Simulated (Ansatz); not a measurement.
## Relaxing NiSb

All numbers below come from Ansatz, DFT PBE, scalar-relativistic, plane waves, PAW. Cutoff 420 eV, Γ-centred k mesh, Gaussian smearing, no spin polarisation in the final step.

NiSb was placed on the zinc blende structure type (F-43m, No. 216), with Ni in place of Zn, Sb in place of S, at a guessed volume.

```yaml
crystal:
  lattice:
    - [0.00000, 2.63409, 2.63409]
    - [2.63409, 0.00000, 2.63409]
    - [2.63409, 2.63409, 0.00000]
  atoms:
    - { symbol: Ni, position: [0.00000, 0.00000, 0.00000] }
    - { symbol: Sb, position: [0.75000, 0.75000, 0.75000] }
```

Cell and atoms relax at zero pressure; the relaxation can't lower the symmetry of the start. After a coarse first stage the cell is made exact in the group found at 0.06 Å.

Energies over the elements count from the elements' standard structures at the same level, with no empirical corrections.

(1) What does it relax into?

(2) What are its volume, energy, density and gap?

Answers

(1) It keeps F-43m (No. 216). The result has the zinc blende structure. Conventional cell: a = 5.712 Å. Ni has 4 Sb at 2.47 Å; Sb has 4 Ni at 2.47 Å.

```
Ni Sb
1.0
     0.00000    2.85581    2.85581
     2.85581    0.00000    2.85581
     2.85581    2.85581    0.00000
Ni Sb
1 1
Direct
  0.00000 0.00000 0.00000
  0.75000 0.75000 0.75000
```

(2) The volume per atom is 23.29 Å³ and the density is 6.43 g/cm³. The energy over the elements is 0.19 eV/atom. The gap on the 16×16×16 mesh is 0 eV (a metal).

The final run used a 16×16×16 mesh on its 2-atom cell and 0.10 eV smearing. The k mesh leaves about 4 meV/atom of noise in metals. Spin–orbit coupling is left out. A structure relaxed within its symmetry needn't be a true minimum.

Cost: 3 runs of about 1.2 core-minutes in all, on Intel Xeon Platinum 8375C (Ice Lake) (shared hosts).